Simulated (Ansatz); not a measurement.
`FB[SiH2]Cl` + `CC(=O)O` → `CC(=O)OBF` + `[SiH3]Cl`  (cleavage of the B–Si bond)

Isolated molecules relaxed with PBE0-D4/def2-TZVP in Ansatz; ΔE leaves out vibrations. CCSD(T)/CBS is the MP2 limit (def2-TZVPP, def2-QZVPP) plus CCSD(T) − MP2 in def2-TZVPP, frozen cores. This one scheme is used for every species. DFT in def2-TZVPP. B3LYP here is the variant with VWN-RPA as its local correlation; programs differ in this. HSE06 is defined as in plane-wave codes. One conformer a species, not always the lowest.

| level | ΔE (kJ/mol) |
| --- | --- |
| PBE-D4 | -127.3 |
| B3LYP | -144.5 |
| HSE06 | -134.4 |
| MP2/def2-QZVPP | -151.1 |

(1) What does CCSD(T)/CBS give? (Estimate.)

Largest T1 diagnostic among the species: 0.015.

## Answers

(1) Ansatz gave: -144.9 kJ/mol. The listed levels differ from it by 17.6, 0.4, 10.5, -6.2 kJ/mol.

From r2SCAN to r2SCAN0 (25 % exact exchange), in def2-TZVPP and without D4, ΔE moves by −3.5 kJ/mol. At CCSD(T), def2-SVP lies −15.7 kJ/mol from the extrapolated value and def2-TZVPP −2.3 kJ/mol. In def2-TZVPP, CCSD(T) changes the Hartree–Fock value by +14.7 kJ/mol (the triples alone add +1.4 kJ/mol) and MP2 by +10.0 kJ/mol.

CCSD(T)/CBS has its own doubt, a few kJ/mol and more with outer-core shells, so smaller differences from it don't rank the levels.
